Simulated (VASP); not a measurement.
Runs of VASP 6.6.1 on LiH. The structure is cubic, space group Fm-3m (No. 225). Conventional cell: a = 4.074 Å, b = 4.074 Å, c = 4.074 Å, α = 90.00°, β = 90.00°, γ = 90.00°. Li (site symmetry m-3m) is surrounded by 6 H at 2.04 Å. H (site symmetry m-3m) has 6 Li at 2.04 Å as nearest neighbours. 

```csv
level,potentials or basis,gap on the mesh (eV)
TB-mBJ,"VASP PAW PBE potentials, release 64 (Li_sv, H)",(a)
r2SCAN,"VASP PAW PBE potentials, release 64 (Li_sv, H)",3.61
LDA,"VASP PAW LDA potentials, release 64 (Li_sv, H)",2.65
PBEsol,"VASP PAW PBE potentials, release 64 (Li_sv, H)",2.79
```

Alike in all rows: task band structure; no spin polarisation; cell as given; k mesh 12 × 12 × 12; cutoff (eV) 520; smearing gaussian 0.02 eV.

Problem. Estimate the missing entries.

Solution. (a) 5.05.

